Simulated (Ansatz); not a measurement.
Two G0W0 runs on P (honeycomb bilayer).

The cell holds 4 atoms: 4 P. Cell: a = 3.255 Å, b = 3.255 Å, c = 34.400 Å, α = 90.0°, β = 90.0°, γ = 120.0°. Regions: layer 1 (P-hc), 2 atoms (2 P); layer 2 (P-hc), 2 atoms (2 P). Vacuum lies along c.

```
P
1.0
     3.25514    0.00000    0.00000
    -1.62757    2.81904    0.00000
     0.00000    0.00000   34.40000
P
4
Direct
  0.33333 0.66667 0.45464
  0.66667 0.33333 0.41846
  0.33333 0.66667 0.58154
  0.66667 0.33333 0.54536
```

The structure was relaxed with PBE-D3(BJ). The runs that relaxed it are not among those shown.

The first (Ansatz 0.2.0; start PBE, 6×6×1 mesh, 512 empty bands, screening to 80 eV, PAW set soft_1 files; 1 × NVIDIA H100 80GB HBM3 (shared by 6 runs) with 3 threads of AMD EPYC 7R13 (Zen 3), shared host) gave, on its mesh: starting gap 0.93 eV, G0W0 gap 1.81 eV, mean of 1 + 4πα/V (set by the cell height) 3.27, 20 s.

The second gave: starting gap 0.93 eV, G0W0 gap 1.68 eV, mean of 1 + 4πα/V (set by the cell height) 3.34, 15 s.

Q: What was changed in the input? Choose among start, files, mesh, bands and cutoff, frequency model or another key.

Changed: empty bands from 512 to 209 and screening cutoff (eV) from 80.0 to 44. The starting gap stayed, which rules out the functional and points to the GW step. Other changes could give like numbers; this is the one that was made.

Limits: not at the basis limit; coarse mesh for a sheet.

[Paths, hosts, dates, memory and timing lines, banners, echoed tables and standing remarks are left out of the program output.]

[Logs are printed without paths, hosts, clocks, repeated set-up lines and the standing remarks that a program may print on its own settings, such as how far it seeks lower states.]

[Runs of the session that timed out or met a known fault of the program may be left out.]

[Cells called generated may have been cut or substituted from an entry of the Crystallography Open Database or the Materials Project.]

[Hosts, paths, dates, database ids (printed as entryN), source tags and the programs' standing remarks are cut or masked in the printed files.]
